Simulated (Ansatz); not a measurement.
The system is FePt (Tetraferroplatinum).

```
CELL_PARAMETERS angstrom
2.72350 0.00000 0.00000
0.00000 2.72350 0.00000
0.00000 0.00000 3.72000
ATOMIC_POSITIONS crystal
Pt 0.50000 0.50000 0.50000
Fe 0.00000 0.00000 0.00000
```

| Property | Result |
| --- | --- |
| Program | Ansatz 0.2.0 |
| Task | relaxation of cell and atoms |
| Functional | PBEsol |
| Potentials or basis | Ansatz PAW |
| Cutoff | 420 eV (not typed: the program's choice for these potentials) |
| k mesh | 10 × 10 × 7 |
| Occupations | fermi-dirac, width 0.05 eV |
| Spin | collinear spin, ferromagnetic start |
| Starting moments | [0.0, 3.0] μB |

At the start: volume 13.80 Å³/atom.

Problem. How do energy, volume and symmetry change on relaxing?

Solution. It ends after 5 steps and the volume is 13.42 Å³/atom (-2.7 %); space group P4/mmm (No. 123, to 0.05 Å); moment 3.23 μB per cell.

The path:
```
step  energy change (eV)  largest force (eV/Å)  volume (Å³)
   1              0.0000                0.0000        27.59
   2             -0.0112                0.0000        26.47
   3             -0.0150                0.0000        26.87
   4             -0.0151                0.0000        26.85
   5             -0.0147                0.0000        26.85
```

Final structure:
```
Pt Fe
1.0
     2.69415    0.00000    0.00000
     0.00000    2.69415    0.00000
     0.00000    0.00000    3.69850
Pt Fe
1 1
Direct
  0.50000 0.50000 0.50000
  0.00000 0.00000 0.00000
```

Caveat: the plane-wave basis is chosen anew once the cell has moved, so the energies of steps on either side of that aren't comparable; the PAW data sets come from PBE, with cores solved anew for the run's functional, which leaves a small shift of forces and pressure.
